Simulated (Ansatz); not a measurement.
# MnS (F-43m): equation of state

Aim: the bulk modulus of MnS (F-43m) from energies at several volumes around the relaxed one.

Method: DFT PBE, scalar-relativistic, plane waves, PAW, in Ansatz 0.2.0.

Spin polarisation is switched off on purpose; where the compound carries moments, volume, stiffness and gap are then not the real material's.

### Step 1. The system as given

Symmetry: F-43m, No. 216, cubic system. The conventional cell has a = 4.978 Å, b = 4.978 Å, c = 4.978 Å, α = 90.00°, β = 90.00°, γ = 90.00°. Mn (site symmetry -43m) is surrounded by 4 S at 2.16 Å. S (site symmetry -43m) is surrounded by 4 Mn at 2.16 Å.

As a file:

```cif
data_structure
_symmetry_space_group_name_H-M 'P 1'
_symmetry_Int_Tables_number 1
_cell_length_a 3.5196
_cell_length_b 3.5196
_cell_length_c 3.5196
_cell_angle_alpha 60.000
_cell_angle_beta 60.000
_cell_angle_gamma 60.000
_cell_volume 30.83
loop_
_atom_site_label
_atom_site_type_symbol
_atom_site_fract_x
_atom_site_fract_y
_atom_site_fract_z
_atom_site_occupancy
Mn1 Mn 0.00000 0.00000 0.00000 1
S1 S 0.25000 0.25000 0.25000 1
```

This cell comes from an earlier session at PBE: 15.415 Å³/atom at 0.14 GPa, on a 10×10×10 mesh.

Volume factors to run: 0.980, 1.020, 0.960, 1.040.

### Step 2. Volume × 0.980

input.yaml reads:

```yaml
crystal:
  lattice:
    - [0.0, 2.4720496196, 2.4720496196]
    - [2.4720496196, 0.0, 2.4720496196]
    - [2.4720496196, 2.4720496196, 0.0]
  atoms:
    - { symbol: Mn, position: [0.0, 0.0, 0.0] }
    - { symbol: S, position: [0.25, 0.25, 0.25] }
basis:
  ecutwfc: 420
  ecutrho_ratio: 4
kpoints:
  mp_grid: { grid: [10, 10, 10] }
hamiltonian:
  xc: pbe
scf:
  occupations: { method: gaussian, width: 0.05 }
output:
  forces: true
  stress: true
  eigenvalues: true
```

The run is started by

```sh
$ ansatz run input.yaml --threads 1 --pin off --max-ram 2560MiB --backend cpu --events-out ev --progress --plain --runs-dir out
```

Log, shortened:

```text
Warning: RAYON_NUM_THREADS=1 ignored (pool sized by the plan → 1); use --threads N
[...]
Pseudopotentials: kind: paw
Pseudopotential: Mn, paw, valence charge 15, recommended cutoff 420 eV (normal), Mn.paw.azcp
Pseudopotential: S, paw, valence charge 6, recommended cutoff 420 eV (normal), S.paw.azcp
Functional definition: PBE
[...]
Crystal: 2 atoms, lattice volume = 30.214 Å³
Basis set: ecut = 420 eV, 609 PW (Γ), exchange–correlation on 48×48×48 points (8 copies of the dense FFT grid, shifted against one another)
Bands: 15, of which v1, the nominal top of the filled ones, is band 11 counted from 1 (10 counted from 0)
Symmetry: 24 space group operations
Space group: F-43m (ITA 216), of the structure as read, at distance tolerance 3.1e-5 Å
k-points: 47 of 1000 (time reversal used)
[...]
SCF iter   1: F=—  HF=-4801.456906 eV  |F-HF|=—  |Δ(HF+E_count)|=         —  Δρ=6.74e-3  dr2=1.47e-2  ethr=1.77e-3  ⟨swp⟩=5.0  Hψ=3598  notcnv=0
[...]
SCF iter   6: F=-4801.454980 eV  HF=-4801.454980 eV  |F-HF|=3.10e-8  |Δ(HF+E_count)|=   5.92e-7  Δρ=1.71e-5  dr2=8.03e-8  ethr=4.76e-10  ⟨swp⟩=6.5  Hψ=3351  notcnv=0
[...]
SCF converged after 6 iterations
Free energy (F): -4801.454980 eV
[...]
E sigma→0 (E₀):  -4801.452755 eV
Entropy (-TS):   -0.004451 eV (-2.225 meV/atom)
Fermi energy:    11.729080 eV
[...]
--- Forces (eV/Å), atoms counted from 1 ---
  atom   1  Mn    -0.00000000     0.00000000     0.00000000
  atom   2  S      0.00000000     0.00000000     0.00000000
[...]
--- Stress (GPa, compression-positive) ---
        3.002197      -0.000000       0.000000
       -0.000000       3.002197      -0.000000
        0.000000      -0.000000       3.002197
  P = ⅓ Tr σ = 3.0022 GPa (30.022 kbar)
--- Band table (eV; the first three rows and the last of 47) ---
  k-point 0: bands = ["-67.0860", "-35.8966", "-35.8966", "-35.8966", "-3.5551", "7.0526", "7.0526", "7.0526", "11.0046", "11.0046", "15.4902", "15.4902", "15.4902", "15.5530", "19.5907"]
[...]
```

Wall time 3.4 s (1 thread of Arm Neoverse N1, shared host); peak memory 0.29 GiB.

Read off: volume 15.107 Å³/atom, pressure 3.00 GPa, no gap.

### Step 3. Volume × 1.020

Changes to input.yaml since step 2:

```diff
@@ -2,5 +2,5 @@
   lattice:
-    - [0.0, 2.4720496196, 2.4720496196]
-    - [2.4720496196, 0.0, 2.4720496196]
-    - [2.4720496196, 2.4720496196, 0.0]
+    - [0.0, 2.5052354537, 2.5052354537]
+    - [2.5052354537, 0.0, 2.5052354537]
+    - [2.5052354537, 2.5052354537, 0.0]
   atoms:
```

The run is started by

```sh
$ ansatz run input.yaml --threads 1 --pin off --max-ram 2560MiB --backend cpu --events-out ev --progress --plain --runs-dir out
```

Log, shortened:

```text
Warning: RAYON_NUM_THREADS=1 ignored (pool sized by the plan → 1); use --threads N
[...]
Pseudopotentials: kind: paw
Pseudopotential: Mn, paw, valence charge 15, recommended cutoff 420 eV (normal), Mn.paw.azcp
Pseudopotential: S, paw, valence charge 6, recommended cutoff 420 eV (normal), S.paw.azcp
Functional definition: PBE
[...]
Crystal: 2 atoms, lattice volume = 31.447 Å³
Basis set: ecut = 420 eV, 609 PW (Γ), exchange–correlation on 48×48×48 points (8 copies of the dense FFT grid, shifted against one another)
Bands: 15, of which v1, the nominal top of the filled ones, is band 11 counted from 1 (10 counted from 0)
Symmetry: 24 space group operations
Space group: F-43m (ITA 216), of the structure as read, at distance tolerance 3.2e-5 Å
k-points: 47 of 1000 (time reversal used)
[...]
SCF iter   1: F=—  HF=-4801.458185 eV  |F-HF|=—  |Δ(HF+E_count)|=         —  Δρ=6.87e-3  dr2=1.47e-2  ethr=1.77e-3  ⟨swp⟩=5.1  Hψ=3587  notcnv=0
[...]
SCF iter   6: F=-4801.456401 eV  HF=-4801.456401 eV  |F-HF|=1.49e-8  |Δ(HF+E_count)|=   7.91e-7  Δρ=1.86e-5  dr2=1.00e-7  ethr=4.76e-10  ⟨swp⟩=6.6  Hψ=3435  notcnv=0
[...]
SCF converged after 6 iterations
Free energy (F): -4801.456401 eV
[...]
E sigma→0 (E₀):  -4801.454091 eV
Entropy (-TS):   -0.004621 eV (-2.311 meV/atom)
Fermi energy:    11.111534 eV
[...]
--- Forces (eV/Å), atoms counted from 1 ---
  atom   1  Mn    -0.00000000     0.00000000    -0.00000000
  atom   2  S      0.00000000     0.00000000     0.00000000
[...]
--- Stress (GPa, compression-positive) ---
       -2.428325       0.000000       0.000000
        0.000000      -2.428325      -0.000000
        0.000000      -0.000000      -2.428325
  P = ⅓ Tr σ = -2.4283 GPa (-24.283 kbar)
--- Band table (eV; the first three rows and the last of 47) ---
  k-point 0: bands = ["-67.7112", "-36.5152", "-36.5152", "-36.5152", "-3.9665", "6.5752", "6.5752", "6.5752", "10.4391", "10.4391", "14.6504", "14.6504", "14.6504", "14.6997", "18.8423"]
[...]
```

Run time: 3.5 s. Hardware: 1 thread of Arm Neoverse N1, shared host; peak memory 0.3 GiB.

In short: volume 15.723 Å³/atom, pressure -2.43 GPa, a metal on this mesh.

### Step 4. At 0.960 of the relaxed volume

Changes to input.yaml since step 3:

```diff
@@ -2,5 +2,5 @@
   lattice:
-    - [0.0, 2.5052354537, 2.5052354537]
-    - [2.5052354537, 0.0, 2.5052354537]
-    - [2.5052354537, 2.5052354537, 0.0]
+    - [0.0, 2.4551172415, 2.4551172415]
+    - [2.4551172415, 0.0, 2.4551172415]
+    - [2.4551172415, 2.4551172415, 0.0]
   atoms:
```

The run is started by

```sh
$ ansatz run input.yaml --threads 1 --pin off --max-ram 2560MiB --backend cpu --events-out ev --progress --plain --runs-dir out
```

Log, shortened:

```text
Warning: RAYON_NUM_THREADS=1 ignored (pool sized by the plan → 1); use --threads N
[...]
Pseudopotentials: kind: paw
Pseudopotential: Mn, paw, valence charge 15, recommended cutoff 420 eV (normal), Mn.paw.azcp
Pseudopotential: S, paw, valence charge 6, recommended cutoff 420 eV (normal), S.paw.azcp
Functional definition: PBE
[...]
Crystal: 2 atoms, lattice volume = 29.597 Å³
Basis set: ecut = 420 eV, 561 PW (Γ), exchange–correlation on 48×48×48 points (8 copies of the dense FFT grid, shifted against one another)
Bands: 15, of which v1, the nominal top of the filled ones, is band 11 counted from 1 (10 counted from 0)
Symmetry: 24 space group operations
Space group: F-43m (ITA 216), of the structure as read, at distance tolerance 3.1e-5 Å
k-points: 47 of 1000 (time reversal used)
[...]
SCF iter   1: F=—  HF=-4801.439364 eV  |F-HF|=—  |Δ(HF+E_count)|=         —  Δρ=6.69e-3  dr2=1.45e-2  ethr=1.77e-3  ⟨swp⟩=5.1  Hψ=3599  notcnv=0
[...]
SCF iter   6: F=-4801.437389 eV  HF=-4801.437389 eV  |F-HF|=3.69e-8  |Δ(HF+E_count)|=   4.88e-7  Δρ=1.62e-5  dr2=7.11e-8  ethr=4.76e-10  ⟨swp⟩=6.4  Hψ=3352  notcnv=0
[...]
SCF converged after 6 iterations
Free energy (F): -4801.437389 eV
[...]
E sigma→0 (E₀):  -4801.435209 eV
Entropy (-TS):   -0.004361 eV (-2.181 meV/atom)
Fermi energy:    12.056282 eV
[...]
--- Forces (eV/Å), atoms counted from 1 ---
  atom   1  Mn    -0.00000000     0.00000000    -0.00000000
  atom   2  S      0.00000000     0.00000000     0.00000000
[...]
--- Stress (GPa, compression-positive) ---
        6.200804      -0.000000       0.000000
       -0.000000       6.200804      -0.000000
        0.000000      -0.000000       6.200804
  P = ⅓ Tr σ = 6.2008 GPa (62.008 kbar)
--- Band table (eV; the first three rows and the last of 47) ---
  k-point 0: bands = ["-66.7549", "-35.5692", "-35.5692", "-35.5692", "-3.3364", "7.3060", "7.3060", "7.3060", "11.3031", "11.3031", "15.9354", "15.9354", "15.9354", "16.0048", "19.9893"]
[...]
```

It took 3.3 s on 1 thread of Arm Neoverse N1, shared host; peak memory 0.29 GiB.

In short: volume 14.798 Å³/atom, pressure 6.20 GPa, a metal on this mesh.

### Step 5. At 1.040 of the relaxed volume

Changes to input.yaml since step 4:

```diff
@@ -2,5 +2,5 @@
   lattice:
-    - [0.0, 2.4551172415, 2.4551172415]
-    - [2.4551172415, 0.0, 2.4551172415]
-    - [2.4551172415, 2.4551172415, 0.0]
+    - [0.0, 2.5215036722, 2.5215036722]
+    - [2.5215036722, 0.0, 2.5215036722]
+    - [2.5215036722, 2.5215036722, 0.0]
   atoms:
```

The run is started by

```sh
$ ansatz run input.yaml --threads 1 --pin off --max-ram 2560MiB --backend cpu --events-out ev --progress --plain --runs-dir out
```

Log, shortened:

```text
Warning: RAYON_NUM_THREADS=1 ignored (pool sized by the plan → 1); use --threads N
[...]
Pseudopotentials: kind: paw
Pseudopotential: Mn, paw, valence charge 15, recommended cutoff 420 eV (normal), Mn.paw.azcp
Pseudopotential: S, paw, valence charge 6, recommended cutoff 420 eV (normal), S.paw.azcp
Functional definition: PBE
[...]
Crystal: 2 atoms, lattice volume = 32.063 Å³
Basis set: ecut = 420 eV, 609 PW (Γ), exchange–correlation on 48×48×48 points (8 copies of the dense FFT grid, shifted against one another)
Bands: 15, of which v1, the nominal top of the filled ones, is band 11 counted from 1 (10 counted from 0)
Symmetry: 24 space group operations
Space group: F-43m (ITA 216), of the structure as read, at distance tolerance 3.2e-5 Å
k-points: 47 of 1000 (time reversal used)
[...]
SCF iter   1: F=—  HF=-4801.444266 eV  |F-HF|=—  |Δ(HF+E_count)|=         —  Δρ=6.94e-3  dr2=1.47e-2  ethr=1.77e-3  ⟨swp⟩=5.0  Hψ=3596  notcnv=0
[...]
SCF iter   7: F=-4801.442555 eV  HF=-4801.442555 eV  |F-HF|=8.15e-10  |Δ(HF+E_count)|=   6.20e-8  Δρ=3.82e-6  dr2=4.77e-9  ethr=4.76e-10  ⟨swp⟩=4.8  Hψ=2723  notcnv=0
[...]
SCF converged after 7 iterations
Free energy (F): -4801.442555 eV
[...]
E sigma→0 (E₀):  -4801.440204 eV
Entropy (-TS):   -0.004701 eV (-2.350 meV/atom)
Fermi energy:    10.820055 eV
[...]
--- Forces (eV/Å), atoms counted from 1 ---
  atom   1  Mn    -0.00000000     0.00000000    -0.00000000
  atom   2  S      0.00000000     0.00000000     0.00000000
[...]
--- Stress (GPa, compression-positive) ---
       -4.727256       0.000000       0.000000
        0.000000      -4.727256      -0.000000
        0.000000      -0.000000      -4.727256
  P = ⅓ Tr σ = -4.7273 GPa (-47.273 kbar)
--- Band table (eV; the first three rows and the last of 47) ---
  k-point 0: bands = ["-68.0064", "-36.8075", "-36.8075", "-36.8075", "-4.1600", "6.3504", "6.3504", "6.3504", "10.1713", "10.1713", "14.2543", "14.2543", "14.2543", "14.2968", "18.4901"]
[...]
```

Wall time 4 s (1 thread of Arm Neoverse N1, shared host); peak memory 0.3 GiB.

In short: volume 16.032 Å³/atom, pressure -4.73 GPa, no gap.

### Step 6. Energy and pressure against volume

Energies have the smearing extrapolated to zero and count from the lowest point.

| volume (Å³/atom) | energy (meV/atom) | pressure (GPa) | gap (eV) |
| --- | --- | --- | --- |
| 14.798 | 11.72 | 6.20 | metal |
| 15.107 | 2.94 | 3.00 | metal |
| 15.415 | 0.00 | 0.14 | metal |
| 15.723 | 2.28 | -2.43 | metal |
| 16.032 | 9.22 | -4.73 | metal |

volume (Å³/atom), energy (meV/atom) and a bar:
```
    14.80       11.7 ##############################
    15.11        2.9 ########
    15.42        0.0 
    15.72        2.3 ######
    16.03        9.2 ########################
```

### Step 7. Summary of results

| quantity | value |
| --- | --- |
| V0 | 15.429 Å³/atom |
| B0 | 135 GPa |
| B0′ | 4.6 |
| scatter of the fit | 0.001 meV/atom |

A third-order Birch–Murnaghan fit puts the minimum at 15.43 Å³/atom with a bulk modulus of 135 GPa. One per cent of compression takes about 1.3 GPa. These are values at 0 K without zero-point motion. Spin polarisation wasn't allowed in this run.
